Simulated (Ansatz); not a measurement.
# Ti: an axial (c/a) deformation path

One table from this session's results is given with a row withheld; the runs are named, their logs left out.

Method: DFT PBEsol, scalar-relativistic, plane waves, PAW, in Ansatz 0.2.0.

2 further runs of the same task are left out: 2 set aside as unsound or not needed. Runs told in other sessions of the task aren't counted.

**The system as given**

Symmetry: P6/mmm, No. 191, hexagonal system. The conventional cell has a = 4.515 Å, b = 4.515 Å, c = 2.799 Å, α = 90.00°, β = 90.00°, γ = 120.00°. Ti (site symmetry 6/mmm) has 14 Ti at 2.80 to 2.96 Å in its first shell of neighbours. Ti (site symmetry -6m2) is surrounded by 11 Ti at 2.61 to 2.96 Å.

Coordinates:

```cif
data_structure
_symmetry_space_group_name_H-M 'P6/mmm'
_symmetry_Int_Tables_number 191
_cell_length_a 4.5153
_cell_length_b 4.5153
_cell_length_c 2.7988
_cell_angle_alpha 90.000
_cell_angle_beta 90.000
_cell_angle_gamma 120.000
_cell_volume 49.42
loop_
_atom_site_label
_atom_site_type_symbol
_atom_site_symmetry_multiplicity
_atom_site_Wyckoff_symbol
_atom_site_fract_x
_atom_site_fract_y
_atom_site_fract_z
_atom_site_occupancy
Ti1 Ti 1 a 0.00000 0.00000 0.00000 1
Ti2 Ti 2 d 0.33333 0.66667 0.50000 1
```

It goes back to an entry of the Materials Project, which need not be the stable form.

It is the result of an earlier relaxation at this level (volume 16.47 Å³/atom; gap on the mesh: none (metal)).

The first run:

input.yaml

```yaml
crystal:
  lattice:
    - [4.5152900513, 0.0, 0.0]
    - [-2.2576450256, 3.9103558898, 0.0]
    - [0.0, 0.0, 2.7987936488]
  atoms:
    - { symbol: Ti, position: [0.0, 0.0, 0.0] }
    - { symbol: Ti, position: [0.3333333333, 0.6666666667, 0.5] }
    - { symbol: Ti, position: [0.6666666667, 0.3333333333, 0.5] }
basis:
  ecutwfc: 420
kpoints:
  mp_grid: { grid: [12, 12, 18] }
hamiltonian:
  xc: pbesol
scf:
  occupations: { method: gaussian, width: 0.15 }
output:
  forces: true
  stress: true
  eigenvalues: true
  write_density: true
  write_potential: true
  elf: true
  volumetric_format: npy
```

Command:

```sh
ansatz run input.yaml --threads 1 --pin off --max-ram 2560MiB --backend cpu --events-out ev --progress --plain --runs-dir out
```

Among the steps run: The undisturbed cell; At ρ = 0.850; At ρ = 1.200; ρ = 0.920; ρ = 1.100; At ρ = 0.960; Point ρ = 1.050; At ρ = 0.800; Point ρ = 1.300.

One of the session's tables, all rows but one given; the rest of the session is left out.

Collected from the runs (energy zero: the undisturbed cell):

```
    ρ  ΔE (meV/atom)  pressure (GPa)
0.800          131.6             0.7
0.850              ?               ?
0.920           47.0             0.7
0.960           11.6             0.3
1.000            0.0             0.0
1.050           15.1            -0.1
1.100           55.8            -0.1
1.200          173.7             0.2
1.300          299.5             0.6
```

Estimate the missing values for ρ = 0.850.

Worked estimate for «ΔE (meV/atom)». A straight line through the neighbours (0.800, 131.6) and (0.920, 47.0) gives 131.6 + (47.0 − 131.6) × (0.850 − 0.800) / (0.920 − 0.800) = 96.4; a parabola fitted to 3 rows on both sides gives 100.3.

The run gave: ΔE (meV/atom): 109.4; pressure (GPa): 0.6. In «ΔE (meV/atom)» the line misses by -13.0 and the parabola by -9.1.
